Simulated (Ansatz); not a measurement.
Input and command of a plane-wave DFT calculation in Ansatz:

```yaml
crystal:
  lattice:
    - [0.0, 2.54696, 2.35104]
    - [2.54696, 0.0, 2.35104]
    - [2.54696, 2.54696, 0.0]
  atoms:
    - { symbol: Ca, position: [0.0, 0.0, 0.0] }
    - { symbol: O, position: [0.5, 0.5, 0.5] }
basis:
  ecutwfc: 500
kpoints:
  mp_grid: { grid: [8, 8, 8] }
hamiltonian:
  xc: r2scan
scf:
  occupations: { method: gaussian, width: 0.05 }
output:
  forces: true
  stress: true
  eigenvalues: true
```

```bash
ansatz run input.yaml --threads 1 --pin off --max-ram 2560MiB --backend cpu --events-out ev --progress --plain --runs-dir out
```

Processor: Arm Neoverse V1, 1 thread, on a host shared with other jobs.

Question: Estimate time, memory and problem size.

Answer: About 3.8 s on 1 thread of Arm Neoverse V1, on a shared host, peak memory 0.36 GiB. It solves 12 bands at 59 k points (the mesh reduced by symmetry) with about 789 plane waves, in 6 SCF iterations.
